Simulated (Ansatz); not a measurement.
Runs of Ansatz 0.2.0 on KCl (Sylvite). It takes space group Fm-3m (No. 225, cubic). The conventional cell has a = 6.293 Å, b = 6.293 Å, c = 6.293 Å, α = 90.00°, β = 90.00°, γ = 90.00°. K (site symmetry m-3m) is surrounded by 6 Cl at 3.15 Å. Cl (site symmetry m-3m) has 6 K at 3.15 Å as nearest neighbours. 

```csv
task,level,potentials or basis,k mesh,cutoff (eV),smearing,basis error allowed,gap on the mesh (eV),pressure (GPa),V0 of scaled cells (Å³/atom),B0 (GPa)
equation of state,PBEsol,"all-electron LAPW, scalar-relativistic",7 × 7 × 7,-,fermi-dirac 0.05 eV,0.001 eV/atom,-,-,30.42,18
single point,PBEsol,"all-electron LAPW, scalar-relativistic",7 × 7 × 7,140,gaussian 0.1 eV,0.001 eV/atom,5.03,-0.4,-,-
single point,PBE,all-electron PAW datasets made for the crystal,6 × 6 × 6,220,fermi-dirac 0.05 eV,-,5.19,(a),-,-
band structure,LDA,"all-electron LAPW, scalar-relativistic",7 × 7 × 7,139,fermi-dirac 0.05 eV,0.001 eV/atom,4.74,-2.0,-,-
single point,HSE06,all-electron PAW datasets made for the crystal,6 × 6 × 6,250,fermi-dirac 0.05 eV,-,(b),-,-,-
single point,PBEsol,all-electron PAW datasets made for the crystal,6 × 6 × 6,220,fermi-dirac 0.05 eV,-,5.03,-0.4,-,-
equation of state,PBEsol,"all-electron LAPW, scalar-relativistic",7 × 7 × 7,-,fermi-dirac 0.05 eV,0.0005 eV/atom,-,-,30.42,18
single point,PBE0,all-electron PAW datasets made for the crystal,6 × 6 × 6,250,fermi-dirac 0.05 eV,-,7.24,-,-,-
```

Alike in all rows: no spin polarisation; cell as given.

Task: Fill in the values left out.

Result: (a) 0.8; (b) 6.50.

Caveats: an odd mesh through Γ misses points on the zone boundary, where band edges often lie (some runs).

Not every run made on this cell is shown here.
